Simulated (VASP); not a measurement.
Crystal: TiO2.

```
Ti O
1.0
     4.59984    0.00000    0.00000
     0.00000    4.59984    0.00000
     0.00000    0.00000    2.95921
Ti O
2 4
Cartesian
  0.0000 0.0000 1.4796
  2.2999 2.2999 0.0000
  1.3998 1.3998 1.4796
  0.9001 3.6997 0.0000
  3.6997 0.9001 0.0000
  3.2000 3.2000 1.4796
```

The cell is a database's computed one.

| Item | Value |
| --- | --- |
| Program | VASP 6.6.1 |
| Task | single point |
| Functional | PBEsol |
| Potentials or basis | VASP PAW PBE potentials, release 64 (Ti_sv, O) |
| Cutoff | 520 eV |
| k mesh | 6 × 6 × 9 |
| Occupations | fermi-dirac, width 0.05 eV |
| Spin | no spin polarisation |

On this cell: pressure -2.1 GPa; largest force 0.047 eV/Å; band gap on the k mesh 1.80 eV, direct.

The same run follows on a disturbed copy (atoms moved at random, drawn with an rms of 0.05 Å):

```
Ti O
1.0
     4.59984    0.00000    0.00000
     0.00000    4.59984    0.00000
     0.00000    0.00000    2.95921
Ti O
2 4
Direct
  0.99285 0.00757 0.49742
  0.49187 0.51062 0.99653
  0.30654 0.30354 0.49639
  0.18927 0.80785 0.00486
  0.79551 0.19416 0.00703
  0.69910 0.70567 0.50990
```

What does the disturbed cell give?

The energy moves by +6.0 meV/atom; pressure -2.2 GPa; largest force 0.870 eV/Å; band gap on the k mesh 1.73 eV, indirect (least direct gap 1.76 eV).

Forces on the atoms (eV/Å):
```
Ti  -0.038  0.092  0.011
Ti   0.049 -0.090 -0.031
O    0.094  0.475  0.250
O    0.314 -0.190  0.000
O    0.170  0.336 -0.085
O   -0.589 -0.623 -0.145
```

Stress tensor (GPa, compression positive):
```
-1.60  0.16 -0.30
 0.16 -1.75 -0.55
-0.30 -0.55 -3.39
```

Caveats: the PAW data sets were made with another functional, which shifts forces and pressure a little; an odd mesh through Γ misses points on the zone boundary, where band edges often lie.
